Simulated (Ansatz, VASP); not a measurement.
**GaN in VASP and in Ansatz**

The input INCAR:

```
ALGO = Normal ; EDIFF = 1E-6
ENCUT = 520 ; GGA = PS
ISIF = 2 ; ISMEAR = 0
LASPH = True ; LCHARG = False
LREAL = False ; LWAVE = False
NBANDS = 16 ; NELM = 60
PREC = Accurate ; SIGMA = 0.03
```

Contents of KPOINTS:

```
k-points
0
Gamma
  16 16 16
```

POSCAR

```
GaN
1.0
    0.0000000000      2.1352350000      2.1352350000
    2.1352350000      0.0000000000      2.1352350000
    2.1352350000      2.1352350000      0.0000000000
Ga N
1 1
Direct
    0.0000000000      0.0000000000      0.0000000000
    0.5000000000      0.5000000000      0.5000000000
```

Input for Ansatz:

```yaml
crystal:
  lattice:
    - [0.0, 2.135235, 2.135235]
    - [2.135235, 0.0, 2.135235]
    - [2.135235, 2.135235, 0.0]
  atoms:
    - { symbol: Ga, position: [0.0, 0.0, 0.0] }
    - { symbol: "N", position: [0.5, 0.5, 0.5] }
basis:
  ecutwfc: 420
kpoints:
  mp_grid: { grid: [16, 16, 16] }
hamiltonian:
  xc: pbesol
scf:
  occupations: { method: gaussian, width: 0.03 }
output:
  forces: true
  stress: true
  eigenvalues: true
```

Measurements of this composition are mostly on another form, of space group No. 186.

Alike in both runs: task single point; functional PBEsol; k mesh 16 × 16 × 16; occupations gaussian, width 0.03 eV; no spin polarisation.

```csv
,VASP,Ansatz
version,VASP 6.6.1,Ansatz 0.2.0
potentials or method,"VASP PAW PBE potentials, release 64 (Ga_d, N)","scalar-relativistic, plane waves, PAW"
plane-wave cutoff (eV),520,420
valence electrons in the cell,18,18
```

```csv
,VASP,Ansatz,Ansatz less VASP
gap on the k mesh at the Fermi level (eV),0.32,0.33,+0.009
least direct gap on the mesh (eV),2.37,2.36,-0.013
pressure (GPa),-7.2,-7.7,-0.47
```

With one functional, cell and mesh, what is left measures potentials, basis and numerics.

Caveats: the PAW data sets were made with another functional, which shifts forces and pressure a little (VASP). PBEsol gaps usually lie below the measured ones, often by a third to a half. A k mesh can miss the band edges.
